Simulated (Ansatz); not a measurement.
Relaxed sheet of BN, cell area A = 5.451 Å²:

```
B N
1.0
     2.50875    0.00144    0.00000
     1.25312    2.17337    0.00000
     0.00000    0.00000   26.00000
B N
1 1
Direct
  0.49998 0.49998 0.50000
  0.83332 0.83332 0.50000
```

Computed with DFT PBE+D3(BJ), scalar-relativistic, plane waves, PAW in Ansatz 0.2.0. Cutoff 420 eV; k points 10×10×1 on the computed 2-atom cell (Γ-centred); Gaussian smearing, width 0.02 eV; no spin polarisation. No periodic images along c.

Under biaxial strain, atoms relaxed, stress positive in compression; ΔE is the free energy at this smearing, of which the stress is the derivative:

```csv
strain (%),σxx (N/m),σyy (N/m),ΔE (meV/cell),thickness (Å)
-2,7.873,7.872,51.22,0.000
+2,-6.464,-6.465,46.03,0.000
```

Task: Which in-plane elastic constants follow from the stresses?

Result: With εxx = εyy = ε the tension along x is (C11 + C12)ε. The central difference gives C11 + C12 = (7.873 − (-6.464))/0.04 = 358.4 N/m and C22 + C12 = 358.4 N/m. The layer modulus for a change of area, (C11 + C22 + 2C12)/4, is 179.2 N/m.

Task: Do the energies agree?

Result: The second difference [ΔE(−ε) + ΔE(+ε)]/(A·ε²) = (51.22 + 46.03) meV/(5.451 Å² × 0.0004) × 16.02 N/m per eV/Å² = 714.5 N/m should equal C11 + C22 + 2C12 = 716.9 N/m; they differ by 0.3 %, so the two routes agree. The stress in compression and in tension differ in size because of the third-order constants.

The reference crystal is a form of BN, which isn't its usual structure.

The sheet resists a change of area strongly, with a layer modulus of 179.2 N/m, as expected for a honeycomb of short, polar covalent B–N σ bonds. Equal biaxial strain preserves the bond angles, so every bond lengthens or shortens alike and the modulus measures mainly bond stretching, with little contribution from angle bending. The matching stresses along x and y follow from the hexagonal symmetry. Compression costs more energy than the same extension, 51.22 against 46.03 meV/cell, because the bond potential is anharmonic: repulsion rises steeply as the atoms approach, while the restoring force weakens as the bonds stretch. Graphene is known to be somewhat stiffer, in keeping with its less polar bonds and more delocalised π system.

Biaxial strain alone fixes only the sum of C11 and C12, leaving Young's modulus, Poisson's ratio and the shear stiffness undetermined, and the zero thickness under compression doesn't show that an extended sheet would stay flat, since the small cell excludes long-wavelength ripples.
